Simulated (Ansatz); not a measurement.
Crystal: BAs.

```
CELL_PARAMETERS angstrom
2.93437 0.00000 0.00000
0.00000 2.93437 0.00000
0.00000 0.00000 2.93437
ATOMIC_POSITIONS crystal
B 0.50000 0.50000 0.50000
As 0.00000 0.00000 0.00000
```

The cell was built by a generator and needn't be a form met in nature.

```yaml
Program: Ansatz 0.2.0
Task: relaxation of cell and atoms
Functional: BLYP
Potentials_or_basis: Ansatz PAW
Cutoff: "420 eV (not typed: the program's choice for these potentials)"
k_mesh: 9 × 9 × 9
Occupations: fermi-dirac, width 0.05 eV
Spin: no spin polarisation
```

At the start: volume 12.63 Å³/atom.

Problem. Where does the relaxation end?

Solution. It ends after 5 steps and the volume is 14.13 Å³/atom (+11.8 %); space group Pm-3m (No. 221, to 0.05 Å).

Step by step:
```
step  energy change (eV)  largest force (eV/Å)  volume (Å³)
   1              0.0000                0.0000        25.27
   2             -0.0868                0.0000        28.23
   3             -0.0896                0.0000        28.23
   4             -0.0896                0.0000        28.26
   5             -0.0896                0.0000        28.26
```

Final structure:
```cif
data_structure
_symmetry_space_group_name_H-M 'P 1'
_symmetry_Int_Tables_number 1
_cell_length_a 3.0458
_cell_length_b 3.0458
_cell_length_c 3.0458
_cell_angle_alpha 90.000
_cell_angle_beta 90.000
_cell_angle_gamma 90.000
_cell_volume 28.26
loop_
_atom_site_label
_atom_site_type_symbol
_atom_site_fract_x
_atom_site_fract_y
_atom_site_fract_z
_atom_site_occupancy
B1 B 0.50000 0.50000 0.50000 1
As1 As 0.00000 0.00000 0.00000 1
```

Caveat: the plane-wave basis is chosen anew once the cell has moved, so the energies of steps on either side of that aren't comparable; the PAW data sets come from PBE, with cores solved anew for the run's functional, which leaves a small shift of forces and pressure.
